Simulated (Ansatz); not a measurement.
# CaF$_{2}$

```
CELL_PARAMETERS angstrom
0.00000 2.73125 2.73125
2.73125 0.00000 2.73125
2.73125 2.73125 0.00000
ATOMIC_POSITIONS crystal
Ca 0.00000 0.00000 0.00000
F 0.25000 0.25000 0.25000
F 0.75000 0.75000 0.75000
```

Atom numbers follow the list: Ca1, F2, F3.

The conventional cell has a = 5.463 Å, b = 5.463 Å, c = 5.463 Å, α = 90.00°, β = 90.00°, γ = 90.00°. Ca (atom 1) is surrounded by 8 F at 2.37 Å. F (atom 2) is surrounded by 4 Ca at 2.37 Å.

The cell is COD entry 5000222, as deposited and not checked against the literature; nothing was relaxed.

Methods: DFT, PBEsol, all-electron LAPW, scalar-relativistic (Ansatz 0.2.0); DFT, PBEsol, PAW with Ansatz's default frozen-core files, scalar-relativistic (Ansatz 0.2.0).

For LAPW: a Γ-centred 8×8×8 k mesh, Fermi–Dirac smearing of 0.02 eV, basis error target 1 meV/atom, no spin polarisation. PAW takes a cutoff of 420 eV at this cell (files made with PBE, cores remade for this functional). The Ansatz runs share mesh, smearing and spin set-up. Values come from LAPW unless marked.

```
Smallest direct gap on the path  : 7.36 eV
Bader charges (from the PAW run) : Ca1 +1.66, F2 -0.83 e
Band gap                         : 7.10 eV, indirect from X (0.5, 0, 0.5) to Γ
Volume per atom                  : 13.58 Å³
```

Predict this quantity. Pressure at this cell.

-1.91 GPa.

Predict this quantity. Löwdin charges (with 0.21 e of the cell spilling out of the atomic basis, so their sizes and signs hang on that basis).

Ca1 1.73, F2 -0.76 e.
